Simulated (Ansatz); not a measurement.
# ZnS: what the electron mass says about interband coupling

Theory: DFT r2SCAN, scalar-relativistic, plane waves, PAW in Ansatz 0.2.0.

Plane waves to 500 eV, a k mesh through Γ of 6×6×1 on the computed 16-atom cell and Gaussian smearing (0.02 eV); no spin polarisation.

Relaxed cell: P6_3mc, a = 3.810 Å, b = 3.810 Å, c = 24.909 Å, α = 90.00°, β = 90.00°, γ = 120.00°, 16 atoms in the primitive cell.

The direct gap at Γ is 2.721 eV, and at Γ the conduction band has a mass of 0.1903 mₑ and the lightest hole 0.1612 mₑ, both along z.

Task: Use two-band k·p theory to get the Kane energy. As an exercise, what mass follows if the true gap is 1.5 times the computed one (semilocal functionals can miss by more, threefold or worse in zinc and cadmium oxides)?

Result: Coupling to the valence top alone gives mₑ/m* = 1 + E_P/E_g, so E_P = E_g (mₑ/m* − 1) = 2.721 × (5.25 − 1) = 11.6 eV. The light hole is the mirror band, mₑ/mₗₕ = E_P/E_g − 1, and gives 19.6 eV; the spread shows what other bands add. Fits to experiment give about 15 to 31 eV for common tetrahedral semiconductors; the figure from the electron is a net one, lowered by higher conduction bands, and semilocal functionals tend to give less. With E_P fixed and E_g = 4.08 eV the mass becomes 0.261 mₑ: in this model the mass grows with the gap, in proportion where E_P ≫ E_g, which is why functionals that close gaps give light electrons. A correction that opens the gap also strengthens the coupling, so the true mass usually rises less. Remote bands and spin-orbit splitting are left out of the model.

Cost: 3 runs of about 22 core-minutes in all, on Intel Xeon Processor @ 2.50GHz (Skylake/Cascade Lake) (shared hosts).

The two-band model misses the order of the masses as well as their size: it makes the light hole heavier than the electron, yet the computed hole is the lighter, at 0.1612 against 0.1903 mₑ. Higher p-like conduction states probably account for both deviations. They lie above both band edges and push each downwards as k grows, which flattens the electron band and steepens the hole band. The two Kane energies therefore err in opposite directions, and neither is a clean measure of the s–p matrix element.

Along z the s-like conduction edge couples to the sulfur p_z state, while the p_x and p_y states stay heavy. The light hole thus probably belongs to a band that the hexagonal crystal field sets slightly below the valence top.

The computed gap is below the measured one for ZnS, as expected of a semilocal functional that lacks most of the derivative discontinuity, but the exercise's 4.08 eV overshoots it. Within the model, 0.261 mₑ is therefore more than the real gap would give. Masses along z alone leave the in-plane transport open.
